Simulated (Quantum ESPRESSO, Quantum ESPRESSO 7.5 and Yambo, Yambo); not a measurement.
**Quasiparticle gap of CdS (Hawleyite) in Yambo**

How does a plane-wave GW calculation on CdS (Hawleyite) run from the first input to the gap?

Main program and level: Quantum ESPRESSO 7.5 and Yambo 5.3.0; PBE and many-body steps on it, plane waves.

**Experimental background.**

- Gap 2.42 eV: optical gap from inflexion point of photoacoustic spectrum, as-grown film; photoacoustic spectroscopy; film (as-grown chemical bath deposited film, about 0.25 um thick, deposited at 80 C) (“Study of the band--gap shift in CdS films: Influence of thermal annealing in different atmospheres”, 1995, arxiv:cond-mat/9501125).

Most raw output is cut from this account.

## 1. Starting point

It takes space group F-43m (No. 216, cubic). The conventional cell has a = 5.833 Å, b = 5.833 Å, c = 5.833 Å, α = 90.00°, β = 90.00°, γ = 90.00°. Nearest to Cd lie 4 S at 2.53 Å. Nearest to S lie 4 Cd at 2.53 Å. Farther neighbours and most contacts between anions are not listed.

The cell and positions come from the Crystallography Open Database and are kept as given unless a step says otherwise.

## 2. Ground state

This step: Quantum ESPRESSO 7.5; DFT, PBE, plane waves, norm-conserving pseudopotentials.

The ground-state density comes first.

pw.in reads:

```
&control
  calculation = 'scf'
  prefix = 'x'
  outdir = 'o'
  pseudo_dir = 'pseudo'
/
&system
  ibrav = 0
  nat = 2
  ntyp = 2
  ecutwfc = 94.0
  nbnd = 18
  force_symmorphic = .true.
/
&electrons
  conv_thr = 1e-10
  electron_maxstep = 80
  mixing_beta = 0.5
/
ATOMIC_SPECIES
  Cd 112.41 Cd.upf
  S 32.06 S.upf
CELL_PARAMETERS angstrom
  -0.0000000000 2.9165000000 2.9165000000
  2.9165000000 -0.0000000000 2.9165000000
  2.9165000000 2.9165000000 -0.0000000000
ATOMIC_POSITIONS crystal
  Cd 0.0000000000 0.0000000000 0.0000000000
  S 0.2500000000 0.2500000000 0.2500000000
K_POINTS automatic
  6 6 6 0 0 0
```

Command:

```bash
$ OMP_NUM_THREADS=1 mpirun -n 4 pw.x -nk 4 -in pw.in > pw.out
```

Elapsed: 9.2 s, on 4 MPI ranks of Arm Neoverse V1, shared host; peak memory 0.29 GiB; 36 s of CPU time.

This step gave:

```yaml
total_energy: -5072.6642 eV
gap: 1.145 eV
k_of_the_valence_top: 0, 0, 0
k_of_the_conduction_bottom: 0, 0, 0
least_direct_gap: 1.145 eV
```

The gap is direct, at Γ.

## 3. Bands along the symmetry lines

Levels along a band path, at the cheap level, show where the edges lie and whether the meshes to come will hold them.

pw.in reads:

```
&control
  calculation = 'bands'
  prefix = 'x'
  outdir = 'o'
  pseudo_dir = 'pseudo'
/
&system
  ibrav = 0
  nat = 2
  ntyp = 2
  ecutwfc = 94.0
  nbnd = 19
  force_symmorphic = .true.
/
&electrons
  conv_thr = 1e-9
  electron_maxstep = 80
  diago_full_acc = .true.
  diago_thr_init = 5e-6
/
ATOMIC_SPECIES
  Cd 112.41 Cd.upf
  S 32.06 S.upf
CELL_PARAMETERS angstrom
  -0.0000000000 2.9165000000 2.9165000000
  2.9165000000 -0.0000000000 2.9165000000
  2.9165000000 2.9165000000 -0.0000000000
ATOMIC_POSITIONS crystal
  Cd 0.0000000000 0.0000000000 0.0000000000
  S 0.2500000000 0.2500000000 0.2500000000
K_POINTS crystal
  50
  0.00000000 0.00000000 0.00000000 1
  -0.06250000 -0.06250000 0.00000000 1
  -0.12500000 -0.12500000 0.00000000 1
  -0.18750000 -0.18750000 0.00000000 1
  -0.25000000 -0.25000000 0.00000000 1
  -0.31250000 -0.31250000 0.00000000 1
  -0.37500000 -0.37500000 0.00000000 1
  -0.43750000 -0.43750000 0.00000000 1
  -0.50000000 -0.50000000 0.00000000 1
  -0.48437500 -0.48437500 0.03125000 1
  -0.46875000 -0.46875000 0.06250000 1
  -0.45312500 -0.45312500 0.09375000 1
  -0.43750000 -0.43750000 0.12500000 1
  -0.42187500 -0.42187500 0.15625000 1
  -0.40625000 -0.40625000 0.18750000 1
  -0.39062500 -0.39062500 0.21875000 1
  -0.37500000 -0.37500000 0.25000000 1
  -0.37500000 0.00000000 0.37500000 1
  -0.32812500 0.00000000 0.32812500 1
  -0.28125000 0.00000000 0.28125000 1
  -0.23437500 0.00000000 0.23437500 1
  -0.18750000 0.00000000 0.18750000 1
  -0.14062500 0.00000000 0.14062500 1
  -0.09375000 0.00000000 0.09375000 1
  -0.04687500 0.00000000 0.04687500 1
  0.00000000 0.00000000 0.00000000 1
  0.00000000 0.00000000 0.06250000 1
  0.00000000 0.00000000 0.12500000 1
  0.00000000 0.00000000 0.18750000 1
  0.00000000 0.00000000 0.25000000 1
  0.00000000 0.00000000 0.31250000 1
  0.00000000 0.00000000 0.37500000 1
  0.00000000 0.00000000 0.43750000 1
  0.00000000 0.00000000 0.50000000 1
  -0.06250000 -0.03125000 0.46875000 1
  -0.12500000 -0.06250000 0.43750000 1
  -0.18750000 -0.09375000 0.40625000 1
  -0.25000000 -0.12500000 0.37500000 1
  -0.31250000 -0.15625000 0.34375000 1
  -0.37500000 -0.18750000 0.31250000 1
  -0.43750000 -0.21875000 0.28125000 1
  -0.50000000 -0.25000000 0.25000000 1
  -0.50000000 -0.28125000 0.21875000 1
  -0.50000000 -0.31250000 0.18750000 1
  -0.50000000 -0.34375000 0.15625000 1
  -0.50000000 -0.37500000 0.12500000 1
  -0.50000000 -0.40625000 0.09375000 1
  -0.50000000 -0.43750000 0.06250000 1
  -0.50000000 -0.46875000 0.03125000 1
  -0.50000000 -0.50000000 0.00000000 1
```

The job ended after 7.9 s (4 MPI ranks; peak memory 0.25 GiB).

This step gave:

```yaml
gap: 1.145 eV
k_of_the_valence_top: 0, 0, 0
k_of_the_conduction_bottom: 0, 0, 0
least_direct_gap: 1.145 eV
```

The gap is 1.145 eV, as in the run before at this level.

Electronic bands along the path, in eV, zero at the top of the highest filled band:

```tsv
point	band 10	band 11	band 12	band 13	band 14	band 15	band 16	band 17
Γ	-7.24	0.00	0.00	0.00	1.14	6.53	6.53	6.53
halfway	-7.20	-2.31	-1.02	-1.02	3.59	4.82	8.12	8.12
X	-6.80	-3.95	-1.88	-1.88	3.56	4.35	9.20	10.77
halfway	-6.74	-3.94	-2.15	-1.78	3.85	4.66	8.94	10.01
U	-6.67	-3.93	-2.53	-1.52	4.24	5.45	8.48	9.01
jump to K	-6.67	-3.93	-2.53	-1.52	4.24	5.45	8.48	9.01
halfway	-7.19	-2.75	-1.36	-0.42	3.61	6.10	6.75	7.27
Γ	-7.24	0.00	0.00	0.00	1.14	6.53	6.53	6.53
halfway	-7.24	-2.49	-0.40	-0.40	2.78	6.28	7.03	7.03
L	-6.86	-4.39	-0.75	-0.75	3.01	7.00	7.00	7.46
halfway	-6.75	-4.11	-1.93	-1.22	4.38	5.81	7.21	8.35
W	-6.61	-3.89	-2.26	-2.18	5.42	5.43	7.23	8.04
halfway	-6.70	-3.92	-2.08	-2.03	4.26	4.83	8.67	8.94
X	-6.80	-3.95	-1.88	-1.88	3.56	4.35	9.20	10.77
```

## 4. Empty states on the mesh, 4×4×4 mesh, 219 bands

The sums over transitions need many empty states on a uniform mesh; this step solves for them.

pw.in reads:

```
&control
  calculation = 'nscf'
  prefix = 'x'
  outdir = 'o'
  pseudo_dir = 'pseudo'
/
&system
  ibrav = 0
  nat = 2
  ntyp = 2
  ecutwfc = 94.0
  nbnd = 219
  force_symmorphic = .true.
/
&electrons
  conv_thr = 1e-9
  electron_maxstep = 80
  diago_full_acc = .true.
  diago_thr_init = 5e-6
/
ATOMIC_SPECIES
  Cd 112.41 Cd.upf
  S 32.06 S.upf
CELL_PARAMETERS angstrom
  -0.0000000000 2.9165000000 2.9165000000
  2.9165000000 -0.0000000000 2.9165000000
  2.9165000000 2.9165000000 -0.0000000000
ATOMIC_POSITIONS crystal
  Cd 0.0000000000 0.0000000000 0.0000000000
  S 0.2500000000 0.2500000000 0.2500000000
K_POINTS automatic
  4 4 4 0 0 0
```

Elapsed: 27 s, on 4 MPI ranks; peak memory 0.59 GiB; 1.8 min of CPU time.

Numbers from this step:

- gap: 1.145 eV
- k of the valence top: 0, 0, 0
- k of the conduction bottom: 0, 0, 0
- least direct gap: 1.145 eV
- k points computed: 8
- lowest point of the top converged band, above the valence top: 140.9581 eV

On this mesh the gap is 1.145 eV.

## 5. Conversion and set-up

This step: Yambo 5.3.0; conversion and set-up on PBE, plane waves, norm-conserving pseudopotentials.

The states are converted to the many-body program's format and the q mesh is built.

Command:

```bash
$ (cd o/x.save; p2y > p2y.log; mv SAVE ../..); yambo > setup.log
```

Run time: 3 s. Hardware: 1 MPI rank; peak memory 0.25 GiB.

## 6. Screening and self-energy, 4×4×4 mesh, 219 bands, screening to 210.9 eV

Now the one-shot GW correction: screening in the RPA, then the self-energy of the levels asked for.

This step: G0W0 on PBE, plane waves, norm-conserving pseudopotentials.

gw1.in reads:

```
HF_and_locXC
gw0
dyson
ppa
em1d
rim_cut
RandQpts= 1000000
RandGvec= 1 RL
EXXRLvcs= 94 Ry
VXCRLvcs= 376 Ry
Chimod= "HARTREE"
% BndsRnXp
 1 | 219 |
%
NGsBlkXp= 15.5 Ry
% LongDrXp
 1 | 1 | 1 |
%
% GbndRnge
 1 | 219 |
%
DysSolver= "n"
ExtendOut
PPAPntXp= 27.21138 eV
% QPkrange
 1 | 8 | 11 | 18 |
%
```

Command:

```bash
$ OMP_NUM_THREADS=1 mpirun -n 4 yambo -F gw1.in -J gw1 -C gw1 > gw1.log
```

Run time: 24 min. Hardware: 4 MPI ranks; peak memory 2 GiB.

Numbers from this step:

| Property | Result |
| --- | --- |
| G0W0 gap on the mesh | 2.182 eV |
| starting gap on the mesh | 1.145 eV |
| k of the valence top | 0, 0, 0 |
| k of the conduction bottom | 0, 0, 0 |
| least direct G0W0 gap on the computed points | 2.182 eV |
| Z at the valence top | 0.7856 |
| Z at the conduction bottom | 0.8153 |

The gap on the mesh goes from 1.14 eV to 2.18 eV, a correction of +1.04 eV.

Limits: finite bands, cutoff and mesh; no spin-orbit coupling; coarse k mesh. v1 is the top filled band, c1 the lowest empty one. Levels before and after the correction, in eV, zero at the valence-band top of each column:

```tsv
	conduction bottom	valence top
Kohn-Sham	1.14	0.00
G0W0	2.18	0.00
```

```tsv
	level	energy (eV)
Kohn-Sham	Γ v3-v1	0.000
Kohn-Sham	Γ c1	1.145
Kohn-Sham	Γ c2-c4	6.531
G0W0	Γ v3-v1	0.000
G0W0	Γ c1	2.182
G0W0	Γ c2-c4	7.827
```

## 7. Where the time went

Times are wall times on the hardware named with each run, good to a factor of about two.

```tsv
step	time	share	memory (GiB)
ground state	9.2 s	1 %	0.29
bands along the symmetry lines	7.9 s	1 %	0.25
empty states on the mesh	27 s	2 %	0.59
conversion and set-up	3 s	0 %	0.25
screening and self-energy	24 min	97 %	2.0
```

## 8. What came out

- PBE gap: 1.14 eV, direct
- G0W0 gap on the mesh: 2.18 eV
- GW settings: 4×4×4 mesh, 219 bands, screening to 210.9 eV, Godby-Needs plasmon pole
- known limits: not at the basis limit; no spin-orbit coupling; coarse k mesh

What this shows: G0W0 moves the gap on the mesh from 1.14 eV to 2.18 eV (+1.04 eV), with Z of 0.79 and 0.82 at the edges. The dearest step here is «screening and self-energy». Against experiment, by G0W0@PBE: the gap of 2.18 eV lies −0.24 eV from the measured 2.42 eV (optical, 1995). An exciton line or allowed optical edge lies below the quasiparticle gap by the binding energy; a forbidden edge can push the onset above it. The calculation has static nuclei and no excitons; a measured gap holds zero-point and thermal motion, which mostly lowers it. Bands and cutoff are finite, so the gap is not at the basis limit. The miss can reach some tenths of an eV and take either sign; the mesh is an error of its own. The 4×4×4 mesh is coarse for this cell, which bears on the long-range parts of exchange and screening. The many-body steps are scalar-relativistic: spin-orbit coupling is not in them.

[Paths, hosts, dates, memory and timing lines, banners, echoed tables and standing remarks are left out of the program output.]

[Logs are printed without paths, hosts, clocks, repeated set-up lines and the standing remarks that a program may print on its own settings, such as how far it seeks lower states.]

[Runs of the session that timed out or met a known fault of the program may be left out.]

[Hosts, paths, dates, database ids (printed as entryN), source tags and the programs' standing remarks are cut or masked in the printed files.]
